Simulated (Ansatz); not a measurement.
The system is CoO.

```
CELL_PARAMETERS angstrom
2.82845 0.00000 0.00000
-1.41423 2.44951 0.00000
0.00000 0.00000 2.72172
ATOMIC_POSITIONS crystal
Co 0.00000 0.00000 0.50000
O 0.66667 0.33333 0.00000
```

The cell was built by a generator and needn't be a form met in nature.

| Property | Result |
| --- | --- |
| Program | Ansatz 0.2.0 |
| Task | relaxation of cell and atoms |
| Functional | revPBE |
| Potentials or basis | Ansatz PAW |
| Cutoff | 420 eV (not typed: the program's choice for these potentials) |
| k mesh | 8 × 8 × 7 |
| Occupations | fermi-dirac, width 0.05 eV |
| Spin | collinear spin, ferromagnetic start |
| Starting moments | [2.0, 0.0] μB |

At the start: volume 9.43 Å³/atom.

Problem. Where does the relaxation end?

Solution. It ends after 7 steps and the volume is 9.68 Å³/atom (+2.6 %); space group P-6m2 (No. 187, to 0.05 Å); moment 3.00 μB per cell.

The path:
```tsv
step	energy change (eV)	largest force (eV/Å)	volume (Å³)
1	0.0000	0.0000	18.86
2	-0.0040	0.0000	19.10
3	-0.0046	0.0000	19.32
4	-0.0046	0.0000	19.33
5	-0.0068	0.0000	19.33
6	-0.0068	0.0000	19.35
7	-0.0068	0.0000	19.35
```

Final structure:
```
Co O
1.0
     2.85778    0.00000    0.00000
    -1.42889    2.47491    0.00000
     0.00000    0.00000    2.73600
Co O
1 1
Cartesian
  0.0000 0.0000 1.3680
  1.4289 0.8250 0.0000
```

Caveat: the plane-wave basis is chosen anew once the cell has moved, so the energies of steps on either side of that aren't comparable; the pressure holds a Pulay correction of +0.7 GPa for the finite cutoff; a cell with one magnetic atom can't hold antiferromagnetic order, which such compounds often take; the PAW data sets come from PBE, with cores solved anew for the run's functional, which leaves a small shift of forces and pressure.
